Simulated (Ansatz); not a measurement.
# AlP5 and its competing phases

Computed with DFT PBE, scalar-relativistic, plane waves, PAW in Ansatz. All cells share a 420 eV cutoff and Γ-centred k meshes spaced at most about 0.3 Å⁻¹ (about 0.25 or finer for metals, 2π included). No spin polarisation.

The zero of energy is the elements' standard structures at the same level; no fitted shifts are applied. The references include black phosphorus.

These are static total energies at zero pressure. Weakly bound directions are ill-defined at this level, which has no dispersion term (AlP5 P-62m). The reference form of P is held partly by dispersion forces, which this level lacks.

The competitors are the elements and 1 reference phase of this chemical system (from databases or known types: AlP), relaxed at the same level; other known phases may be missing.

The candidate was reached from: random cell.

```yaml
crystal:
  lattice:
    - [5.17160, 0.00000, 0.00000]
    - [-2.58580, 4.47874, 0.00000]
    - [0.00000, 0.00000, 7.99958]
  atoms:
    - { symbol: Al, position: [0.00000, 0.00000, 0.50000] }
    - { symbol: P, position: [0.62860, 0.00000, 0.00000] }
    - { symbol: P, position: [0.00000, 0.62860, 0.00000] }
    - { symbol: P, position: [0.37140, 0.37140, 0.00000] }
    - { symbol: P, position: [0.00000, 0.00000, 0.15853] }
    - { symbol: P, position: [0.00000, 0.00000, 0.84147] }
```

The lowest competing mixture at this composition:

```csv
phase,space group,source,share of atoms,ΔE_f (eV/atom)
P,-,element,0.6667,-0.0005
AlP,F-43m (No. 216),Materials Project,0.3333,-0.633
```

The lowest database cell of P (-0.0005) lies slightly below the reference, hence the non-zero entry.

Problem. What are the hull's energy here, the candidate's formation energy and its margin?

Solution. The hull lies at -0.211 eV/atom, the weighted sum of the last column. The candidate has 0.742 eV/atom, which is 0.95 eV/atom above it. The candidate matches no cell in the subsets of the Crystallography Open Database and the Materials Project at hand. The margin is far too high for a likely synthesis. It holds P–P units of three or more atoms (shortest 2.30 Å).
